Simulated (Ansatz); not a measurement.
# Al3Au: the cost of one run

Method: DFT r2SCAN, scalar-relativistic, plane waves, PAW, in Ansatz 0.2.0.

1 further run of the same task is left out (set aside as unsound or not needed).

## (1) The system as given

The structure is tetragonal, space group P4/mmm (No. 123). The conventional cell has a = 2.774 Å, b = 2.774 Å, c = 7.592 Å, α = 90.00°, β = 90.00°, γ = 90.00°. Al (site symmetry 4/mmm) has 12 Al at 2.77 to 2.88 Å as nearest neighbours. Al (site symmetry 4mm) has 4 Cu at 2.59 Å and 8 Al at 2.77 to 2.88 Å as nearest neighbours. Around Cu (site symmetry 4/mmm) lie 8 Al at 2.59 Å and 4 Cu at 2.77 Å.

As a file:

```cif
data_structure
_symmetry_space_group_name_H-M 'P4/mmm'
_symmetry_Int_Tables_number 123
_cell_length_a 2.7738
_cell_length_b 2.7738
_cell_length_c 7.5919
_cell_angle_alpha 90.000
_cell_angle_beta 90.000
_cell_angle_gamma 90.000
_cell_volume 58.41
loop_
_atom_site_label
_atom_site_type_symbol
_atom_site_symmetry_multiplicity
_atom_site_Wyckoff_symbol
_atom_site_fract_x
_atom_site_fract_y
_atom_site_fract_z
_atom_site_occupancy
Al1 Al 1 b 0.00000 0.00000 0.50000 1
Al2 Al 2 h 0.50000 0.50000 0.22264 1
Cu1 Cu 1 a 0.00000 0.00000 0.00000 1
```

It goes back to an entry of the Materials Project, which need not be the stable form.

This cell was relaxed beforehand with the same method: volume 14.60 Å³/atom, gap on the mesh none (metal).

## (2) Swap Cu → Au

The start of Al3Au: fractional positions of relaxed Al3Cu, cell scaled by 1.005, a guess from tabulated radii.

## (3) Probe: one point at the start (Al3Au)

input.yaml

```yaml
crystal:
  lattice:
    - [2.7886886744, 0.0, 0.0]
    - [0.0, 2.7886886744, 0.0]
    - [0.0, 0.0, 7.6326659234]
  atoms:
    - { symbol: Al, position: [0.0, 0.0, 0.5] }
    - { symbol: Al, position: [0.5, 0.5, 0.222643001] }
    - { symbol: Al, position: [0.5, 0.5, 0.777356999] }
    - { symbol: Au, position: [0.0, 0.0, 0.0] }
basis:
  ecutwfc: 500
kpoints:
  mp_grid: { grid: [6, 6, 4] }
hamiltonian:
  xc: r2scan
scf:
  occupations: { method: gaussian, width: 0.1 }
output:
  forces: true
  stress: true
  eigenvalues: true
```

Command:

```console
ansatz run input.yaml --threads 1 --pin off --max-ram 2560MiB --backend cpu --events-out ev --progress --plain --runs-dir out
```

Q: Estimate wall time and peak memory on 1 thread of Oxide Virtual Turin-like (Zen 5), shared host.

About 4.6 s, with a peak of 0.54 GiB.
